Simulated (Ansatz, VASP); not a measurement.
**Two plane-wave programs on S**

```xyz
4
Lattice="4.2074 0.0000 0.0000 0.0000 4.2074 0.0000 0.0000 0.0000 4.2074" Properties=species:S:1:pos:R:3 pbc="T T T"
S     2.6296    2.6296    2.6296
S     3.6815    1.5778    0.5259
S     0.5259    3.6815    1.5778
S     1.5778    0.5259    3.6815
```

Alike in both runs: functional PBE; k mesh 12 × 12 × 12; occupations gaussian, width 0.1 eV; no spin polarisation.

Ansatz relaxed the structure, and its values are those at the end. VASP's run is a single point on that final structure, the one shown.

```csv
,VASP,Ansatz
version,VASP 6.6.1,Ansatz 0.2.0
potentials or method,"VASP PAW PBE potentials, release 64 (S)","scalar-relativistic, plane waves, PAW"
plane-wave cutoff (eV),520,420
valence electrons in the cell,24,24
```

VASP gave:

* gap on the k mesh at the Fermi level (eV): none
* pressure (GPa): -0.1

Which values does Ansatz return?

gap on the k mesh at the Fermi level (eV): none; pressure (GPa): 0.0.

A gap of «none» marks a metal or a gap that the smearing closes.
